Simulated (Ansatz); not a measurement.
A (001) slab of SiNi (Pmmn (No. 59)), 12 planes, outer planes Si (top) and Si (bottom), with 12 atoms (Si6Ni6) in a surface cell of A = 9.955 Å², as cut from the bulk:

```
CELL_PARAMETERS angstrom
3.05528 0.00000 0.00000
0.00000 3.25831 0.00000
0.00000 0.00000 27.65114
ATOMIC_POSITIONS crystal
Si 0.00000 0.00000 0.27124
Ni 0.50000 0.50000 0.30283
Ni 0.00000 0.00000 0.35654
Si 0.50000 0.50000 0.38813
Si 0.00000 0.00000 0.44155
Ni 0.50000 0.50000 0.47314
Ni 0.00000 0.00000 0.52686
Si 0.50000 0.50000 0.55845
Si 0.00000 0.00000 0.61187
Ni 0.50000 0.50000 0.64346
Ni 0.00000 0.00000 0.69717
Si 0.50000 0.50000 0.72876
```

These are results of Ansatz, DFT PBE, scalar-relativistic, plane waves, PAW, not measurements. Cutoff 420 eV; k points 11×11×1 on the computed 12-atom cell (Γ-centred); Gaussian smearing, width 0.10 eV; no spin polarisation.

Against the same 12 atoms in the bulk, the slab as cut lies 2.377 eV higher and the relaxed slab 2.361 eV higher. Bulk and slab both ran without spin polarisation, so these energies, and the surface energy and work of the cut from them, are those of a non-magnetic state, though Ni often carries moments.

Task: Work out the surface energy before and after relaxation.

Result: The slab has two faces, so γ = (E_slab − N·E_bulk)/(2A), the mean of both. As cut: 2.377/(2 × 9.955) = 0.1194 eV/Å², and 1 eV/Å² = 16.02 J/m², so γ = 1.91 J/m². Relaxed: 2.361/(2 × 9.955) = 0.1186 eV/Å² = 1.90 J/m². Relaxation recovers 0.7 % of the cost of cutting.

Task: What is the ideal work of this cut, per area?

Result: Griffith's ideal work is 2γ: 3.83 J/m² if the new faces stay rigid, 3.80 J/m² if they relax. Other cuts parallel to this plane can cost less. One thickness was run, 12 planes, so γ can still shift with it.

The slab was run without spin polarisation; whether its Ni atoms carry moments at the surface wasn't tested.

The reference crystal is a form of SiNi, which isn't its usual structure.

Cutting costs far more than relaxation returns: γ falls only from 1.91 to 1.90 J/m². The coordinates suggest why. The cut runs between two adjacent Si planes, severing Si–Si contacts and the short Si–Ni contacts that reach across them, but each outer Si keeps its close Ni neighbours in the planes beneath. The Ni d–Si p bonding that holds the layer together therefore remains largely in place, and metallic screening probably accommodates the lost contacts with little movement of the atoms.

The two Si faces are related by symmetry, so the mean γ is also the value for each face, and because the slab is stoichiometric it doesn't depend on a choice of Si or Ni chemical potential. The small energy gain isn't evidence against reconstruction, however. In this cell symmetry cancels the lateral forces on every atom, leaving only displacements along the normal, so pairing or buckling of surface Si atoms in a larger cell could still lower γ.
